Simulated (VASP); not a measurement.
## VASP 6.6.1 run: ZnS

INCAR

```
NSW = 40
LREAL = .FALSE.
ISMEAR = -1
NELM = 120
GGA = CA
TIME = 0.1
EDIFF = 1E-7
NBANDS = 16
LCHARG = .FALSE.
IBRION = 2
LASPH = .TRUE.
EDIFFG = -5E-3
ENCUT = 600
LWAVE = .FALSE.
ALGO = Damped
ISIF = 3
PREC = Accurate
SIGMA = 0.02
```

KPOINTS

```
KPOINTS created by Atomic Simulation Environment
0
Gamma
8 8 8
0 0 0
```

POSCAR

```
Zn S
 1.0000000000000000
    -0.0000000000000000    2.5518826694687036    2.5518826694687036
     2.5518826694687036   -0.0000000000000000    2.5518826694687036
     2.5518826694687036    2.5518826694687036   -0.0000000000000000
 Zn  S
   1   1
Cartesian
 -0.0000000000000000 -0.0000000000000000 -0.0000000000000000
  2.5518826694687031  2.5518826694687031  2.5518826694687031
```

The recommended LDA PAW datasets give the neutral cell 18 valence electrons.

Command

```
mpirun -np 1 vasp_std
```

OSZICAR

```
N       E                     dE             d eps       ncg     rms           ort
DAV:   1     0.153147186089E+03    0.15315E+03   -0.94633E+03   464   0.177E+03
DAV:   2     0.326278891196E+02   -0.12052E+03   -0.11355E+03   464   0.359E+02
DAV:   3    -0.122187195840E+01   -0.33850E+02   -0.32399E+02   464   0.153E+02
DAV:   4    -0.692762000434E+01   -0.57057E+01   -0.55913E+01   464   0.712E+01
DAV:   5    -0.794828857635E+01   -0.10207E+01   -0.10072E+01   464   0.262E+01
SDA:   6    -0.695363559159E+01    0.99465E+00   -0.24305E+00   464   0.243E+01   0.000E+00
DMP:   7    -0.716438113649E+01   -0.21075E+00   -0.24805E+00   464   0.135E+01   0.179E+01
DMP:   8    -0.735913447594E+01   -0.19475E+00   -0.14645E+00   464   0.554E+00   0.143E+01
DMP:   9    -0.746904112633E+01   -0.10991E+00   -0.67183E-01   464   0.278E+00   0.621E+00
DMP:  10    -0.751427805646E+01   -0.45237E-01   -0.38414E-01   464   0.225E+00   0.251E+00
...
DMP:  24    -0.766089518713E+01   -0.19433E-05   -0.20048E-05   464   0.956E-05   0.165E-04
DMP:  25    -0.766089677860E+01   -0.15915E-05   -0.11353E-05   464   0.387E-05   0.118E-04
DMP:  26    -0.766089761103E+01   -0.83243E-06   -0.56140E-06   464   0.225E-05   0.529E-05
DMP:  27    -0.766089804173E+01   -0.43071E-06   -0.41602E-06   464   0.226E-05   0.299E-05
DMP:  28    -0.766089840276E+01   -0.36103E-06   -0.37905E-06   464   0.184E-05   0.307E-05
DMP:  29    -0.766089873530E+01   -0.33254E-06   -0.28559E-06   464   0.105E-05   0.285E-05
DMP:  30    -0.766089897428E+01   -0.23898E-06   -0.16576E-06   464   0.441E-06   0.192E-05
DMP:  31    -0.766089910562E+01   -0.13134E-06   -0.80456E-07   464   0.189E-06   0.971E-06
DMP:  32    -0.766089916731E+01   -0.61697E-07   -0.41024E-07   464   0.134E-06   0.435E-06
   3 F= -.76608992E+01 E0= -.76605433E+01  d E =-.593264E-01
```

From OUTCAR

```
k-points           NKPTS =     29   k-points in BZ     NKDIM =     29   number of bands    NBANDS=     16

   NELECT =      18.0000    total number of electrons

   dimension x,y,z NGX =    30 NGY =   30 NGZ =   30
   dimension x,y,z NGXF=    60 NGYF=   60 NGZF=   60

  energy-cutoff  :      600.00
  volume of cell :       30.73
      direct lattice vectors                 reciprocal lattice vectors
    -0.000000000  2.486100807  2.486100807    -0.201118152  0.201118152  0.201118152
     2.486100807  0.000000000  2.486100807     0.201118152 -0.201118152  0.201118152
     2.486100807  2.486100807 -0.000000000     0.201118152  0.201118152 -0.201118152

 k-points in reciprocal lattice and weights: KPOINTS created by Atomic Simulation Env
   0.00000000  0.00000000  0.00000000       0.002
   0.12500000  0.00000000  0.00000000       0.016
   0.25000000  0.00000000  0.00000000       0.016
   0.37500000  0.00000000  0.00000000       0.016
   0.50000000  0.00000000  0.00000000       0.008
   0.12500000  0.12500000  0.00000000       0.012
   0.25000000  0.12500000  0.00000000       0.047
   0.37500000  0.12500000  0.00000000       0.047
   ...

 E-fermi :   4.5624

 k-point     1 :       0.0000    0.0000    0.0000
  band No.  band energies     occupation
      1      -9.8760      2.00000
      2      -2.1274      2.00000
      3      -2.1274      2.00000
      4      -2.1122      2.00000
      5      -2.1122      2.00000
      6      -2.1122      2.00000
      7       3.8327      2.00000
      8       3.8327      2.00000
      9       3.8327      2.00000
     10       6.6850      0.00000
     11      13.4953      0.00000
     12      13.4953      0.00000
     13      13.4953      0.00000
     14      16.2756      0.00000
     15      16.2781      0.00000
     16      16.5608      0.00000

 k-point     2 :       0.1250    0.0000    0.0000
  band No.  band energies     occupation
      1      -9.6718      2.00000
      2      -2.1852      2.00000
      3      -2.1852      2.00000
      4      -2.1436      2.00000
      5      -2.0854      2.00000
      6      -2.0854      2.00000
      7       2.4640      2.00000
      8       3.9028      2.00000
      9       3.9028      2.00000
     10       7.8230      0.00000
     11      12.5367      0.00000
     12      13.2857      0.00000
     13      13.2857      0.00000
     14      14.6640      0.00000
     15      14.6640      0.00000
     16      16.0296      0.00000

 k-point     3 :       0.2500    0.0000    0.0000
  band No.  band energies     occupation
      1      -9.1002      2.00000
      2      -2.3240      2.00000
      3      -2.3240      2.00000
      4      -2.2944      2.00000
      5      -2.0151      2.00000
      6      -2.0151      2.00000
      7       0.4650      2.00000
      8       4.0914      2.00000
      9       4.0914      2.00000
     10       8.7189      0.00000
     11      11.6521      0.00000
     12      11.6521      0.00000
     13      12.0108      0.00000
     14      15.5734      0.00000
     15      15.5734      0.00000
     16      15.8060      0.00000

 ...

  Total       -0.0028536     -0.0028536     -0.0028536      0.0000000     -0.0000000     -0.0000000
  in kB       -0.1487725     -0.1487725     -0.1487725      0.0000000     -0.0000000     -0.0000000
  external PRESSURE =      -0.1487725 kB  Pullay stress =       0.0000000 kB

 POSITION                                       TOTAL-FORCE (eV/Angst)
 -----------------------------------------------------------------------------------
      0.00000      0.00000      0.00000        -0.000000      0.000000      0.000000
      2.48610      2.48610      2.48610         0.000000     -0.000000     -0.000000
 -----------------------------------------------------------------------------------
    total drift:                               -0.000000      0.000000      0.000000

  FREE ENERGIE OF THE ION-ELECTRON SYSTEM (eV)
  ---------------------------------------------------
  free  energy   TOTEN  =        -7.6608991673 eV

  energy  without entropy=       -7.6601874274  energy(sigma->0) =       -7.66054330
```

| ionic step | ΔE (meV/atom) | volume (Å³) | largest force (eV/Å) | pressure (GPa) | electronic steps |
| --- | --- | --- | --- | --- | --- |
| 1 | 0.0 | 33.24 | 0.000 | -7.06 | 40 |
| 2 | -25.0 | 29.84 | 0.000 | 3.42 | 37 |
| 3 | -29.7 | 30.73 | 0.000 | -0.01 | 32 |

It converged. Results: relaxed cell vector lengths 3.516, 3.516, 3.516 Å; relaxed cell volume 30.73 Å³.

For comparison, a separate LDA relaxation on usual settings, not on those above, ends at 30.73 Å³.

The run above took about 40 s on one core of a shared host (Intel Xeon 6975P-C) and held 0.17 GiB at most.
